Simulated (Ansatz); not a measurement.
## Sc in Ansatz: convergence with k mesh

Input of the first run (k mesh 3 × 3 × 3); the others differ in this setting and in those tied to it:

Contents of input.yaml:

```yaml
crystal:
  lattice:
    - [-1.9172054859, 1.9172054859, 1.717603]
    - [1.9172054859, -1.9172054859, 1.717603]
    - [1.9172054859, 1.9172054859, -1.717603]
  atoms:
    - { symbol: Sc, position: [0.0, 0.0, 0.0] }
hamiltonian:
  xc: pbe
  pseudopotentials: { kind: paw, source: jth }
kpoints:
  mp_grid: { grid: [3, 3, 3] }
scf:
  occupations: { method: gaussian, width: 0.1 }
output:
  forces: true
  stress: true
  eigenvalues: true
```

Potentials or basis: JTH PAW.

The run is started by

```sh
$ ansatz run input.yaml --threads 2 --pin off --max-ram 5632MiB --backend cpu --events-out ev --progress --plain --runs-dir out
```

This isn't the form of Sc at room conditions, which is hcp.

Hardware: 2 threads of Intel(R) Xeon(R) Processor @ 2.50GHz (Skylake/Cascade Lake), with other jobs on the host.

```tsv
k mesh	energy less the tightest run, at zero smearing (meV/atom)	pressure (GPa)	SCF cycles	CPU time (s)	peak memory (GiB)
3 × 3 × 3	118.76	-1.61	7	2	0.31
4 × 4 × 4	-28.18	-1.09	6	2.5	0.32
5 × 5 × 5	16.71	-0.91	6	3.1	0.33
6 × 6 × 6	-1.33	-0.78	6	4.6	0.35
8 × 8 × 8	-1.73	-0.90	6	7.5	0.41
9 × 9 × 9	0.14	-0.72	6	9.3	0.42
12 × 12 × 12	0.12	-0.81	6	20	0.52
14 × 14 × 14	-0.09	-0.80	6	29	0.61
17 × 17 × 17	0.00	-0.82	6	47	0.8
```

Against the tightest run, the energy stays within 1 meV/atom from 9 × 9 × 9 on; the pressure stays within 0.1 GPa from 5 × 5 × 5 on. Meshes of other sizes hit other points, so gaps and Fermi surfaces needn't settle smoothly. The tightest run that finished is the yardstick and may itself not be fully converged.
